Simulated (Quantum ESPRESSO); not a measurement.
## MnO2 under changes of volume

One of the cells (12.025 Å³/atom); the others are scaled copies at fixed shape and fractional positions:

```xyz
6
Lattice="2.8550 0.0000 0.0000 -1.4275 2.4725 0.0000 0.0000 0.0000 10.2217" Properties=species:S:1:pos:R:3 pbc="T T T"
Mn    0.0000    0.0000    5.1109
Mn    0.0000    0.0000    0.0000
O     1.4275    0.8242    4.1588
O     1.4275    0.8242    0.9521
O     0.0000    1.6483    6.0630
O     0.0000    1.6483    9.2697
```

Measurements of this composition are mostly on another form, of space group No. 136.

- Program: Quantum ESPRESSO 7.5
- Functional: LDA
- Potentials or basis: GBRV 1.5 LDA
- Cutoff: 612 eV
- Density cutoff: 4898 eV
- k mesh: 9 × 9 × 3
- Occupations: fermi-dirac, width 0.05 eV
- Spin: collinear spin, ferromagnetic start
- Starting moments: [4.0, 4.0, 0.0, 0.0, 0.0, 0.0] μB

```csv
volume (Å³/atom),energy over the lowest point (meV/atom),pressure (GPa),gap on the mesh (eV)
11.304,3.79,4.5,0.26
11.544,0.00,0.0,0.34
11.785,2.60,-4.0,0.42
12.025,10.89,-7.5,0.49
12.266,24.22,-10.7,0.56
12.507,42.04,-13.5,0.63
12.747,?,?,?
```

**Question.** What does the run at 12.747 Å³/atom give?

**Answer.** Energy over the lowest point 63.85 meV/atom; pressure -16.0 GPa; gap on the mesh 0.69 eV.

Worked out: A Birch-Murnaghan fit of order 3 (a polynomial in V^(-2/3)) to the other rows has its minimum at 11.56 Å³/atom with B0 = V·E''(V) = 203 GPa and B' = 4.8 at fixed shape and positions, which overstates the stiffness. It gives 63.71 meV/atom at 12.747 Å³/atom, against the run's 63.85, and -dE/dV = -15.7 GPa, against -16.0. A straight line through the other rows of the gap, of slope 3.65 eV per unit of ln V, extrapolates to 0.70 eV, against the run's 0.69.

Energies are extrapolated to zero smearing.

Caveats: an odd mesh through Γ misses points on the zone boundary, where band edges often lie; only a ferromagnetic start was run, and an antiferromagnetic order may lie lower in energy.
